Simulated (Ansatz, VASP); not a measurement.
# InSb3 in VASP and in Ansatz

```
In Sb
1.0
     0.00000    3.72792    3.72792
     3.72792    0.00000    3.72792
     3.72792    3.72792    0.00000
In Sb
1 3
Direct
  0.00000 0.00000 0.00000
  0.25000 0.25000 0.25000
  0.75000 0.75000 0.75000
  0.50000 0.50000 0.50000
```

Alike in both runs: functional PBE; dispersion D3(BJ); k mesh 10 × 10 × 10; occupations gaussian, width 0.1 eV; no spin polarisation.

Ansatz relaxed the structure, and its values are those at the end. VASP's run is a single point on that final structure, the one shown.

|  | VASP | Ansatz |
| --- | --- | --- |
| version | VASP 6.6.1 | Ansatz 0.2.0 |
| potentials or method | VASP PAW PBE potentials, release 64 (In_d, Sb) | scalar-relativistic, plane waves, PAW |
| plane-wave cutoff (eV) | 520 | 420 |
| valence electrons in the cell | 28 | 58 |

|  | VASP | Ansatz | Ansatz less VASP |
| --- | --- | --- | --- |
| gap on the k mesh at the Fermi level (eV) | none | none | - |
| pressure (GPa) | -0.1 | 0.0 | +0.09 |

A gap of «none» marks a metal or a gap that the smearing closes. The two sets of potentials don't hold the same shells in valence.

Caveats: pairwise dispersion overbinds metals, which lowers pressure and volume. The runs have no spin-orbit coupling, so splittings on Sb are missing.
